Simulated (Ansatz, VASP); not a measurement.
**One calculation of Hf, two programs**

The input INCAR:

```
PREC = Accurate
ENCUT = 600
EDIFF = 1E-7
ISMEAR = 0
SIGMA = 0.1
LREAL = False
LASPH = True
NELM = 60
ALGO = Fast
ISIF = 3
LWAVE = False
LCHARG = False
GGA = CA
IBRION = 2
NSW = 100
EDIFFG = -0.005
```

KPOINTS

```
regular mesh
0
Gamma
  16 16 16
```

POSCAR

```
Hf
1.0
    0.0000000000      2.2200000000      2.2200000000
    2.2200000000      0.0000000000      2.2200000000
    2.2200000000      2.2200000000      0.0000000000
Hf
1
Direct
    0.0000000000      0.0000000000      0.0000000000
```

Input for Ansatz:

```yaml
crystal:
  lattice:
    - [0.0, 2.22, 2.22]
    - [2.22, 0.0, 2.22]
    - [2.22, 2.22, 0.0]
  atoms:
    - { symbol: Hf, position: [0.0, 0.0, 0.0] }
basis:
  ecutwfc: 420
kpoints:
  mp_grid: { grid: [16, 16, 16] }
hamiltonian:
  xc: lda
scf:
  occupations: { method: gaussian, width: 0.1 }
output:
  forces: true
  stress: true
  eigenvalues: true
  write_density: true
  write_potential: true
  elf: true
  volumetric_format: npy
relax:
  adjacent_minimum: "off"
  f_tol: 0.005
  max_steps: 80
  cell: { stress_tol: 0.05 }
```

This isn't the form of Hf at room conditions, which is hcp.

Alike in both runs: task relaxation of cell and atoms; functional LDA; k mesh 16 × 16 × 16; occupations gaussian, width 0.1 eV; no spin polarisation.

```csv
,VASP,Ansatz
version,VASP 6.6.1,Ansatz 0.2.0
potentials or method,"VASP PAW LDA potentials, release 64 (Hf_pv)","scalar-relativistic, plane waves, PAW"
plane-wave cutoff (eV),600,420
valence electrons in the cell,10,26
```

|  | VASP | Ansatz | Ansatz less VASP |
| --- | --- | --- | --- |
| gap on the k mesh at the Fermi level, each at its own relaxed structure (eV) | none | none | - |
| relaxed volume (Å³/atom) | 20.74 | 20.72 | -0.025 |
| relaxed cell length with the largest relative difference (Å) | 3.084 | 3.083 | -0.0012 |
| energy change over the relaxation (meV/atom) | -22 | -22 | -0.1 |

A gap of «none» marks a metal or a gap that the smearing closes. The two sets of potentials don't hold the same shells in valence.

The runs have no spin-orbit coupling, so splittings on Hf are missing. Zero-point motion and thermal expansion aren't in these numbers. LDA usually gives volumes a few per cent too small.
